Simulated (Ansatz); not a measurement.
Consider a crystal of CdTe in space group Pm-3m (No. 221), with Cd on 1a; Te on 1b.

The calculation used DFT PBE, scalar-relativistic, plane waves, PAW (Ansatz 0.2.0). Cutoff 420 eV, Γ-centred mesh, Gaussian smearing, no spin polarisation.

Energies over the elements count from the elements' standard structures at the same level, with no fitted energy shifts.

Problem. Give the relaxed lattice parameters and positions.

Solution.

Space group Pm-3m (No. 221). a = 3.784 Å, b = 3.784 Å, c = 3.784 Å, α = 90.00°, β = 90.00°, γ = 90.00°
| atom | site | symmetry | x | y | z |
| --- | --- | --- | --- | --- | --- |
| Cd | 1a | m-3m | 0.0000 | 0.0000 | 0.0000 |
| Te | 1b | m-3m | 0.5000 | 0.5000 | 0.5000 |

It has the caesium chloride type. Cd is surrounded by 8 Te at 3.28 Å and 6 Cd at 3.78 Å; Te is surrounded by 8 Cd at 3.28 Å and 6 Te at 3.78 Å.

Problem. And its energy and gap?

Solution. The formation energy is +0.08 eV/atom and the gap on the 14×14×14 mesh of the 2-atom cell is 0 eV (a metal). The separate elements lie lower, so it is unstable against them.

The last run used Gaussian smearing of 0.10 eV. These runs have no spin–orbit coupling, which can matter for Te. The reference form of Te is held partly by dispersion forces, which this level lacks. A structure relaxed within its symmetry needn't be a true minimum. Another cell of CdTe relaxed alike, in F-43m (a cell as deposited in COD), lies 0.54 eV/atom lower, so this cell isn't the stable form at this level.
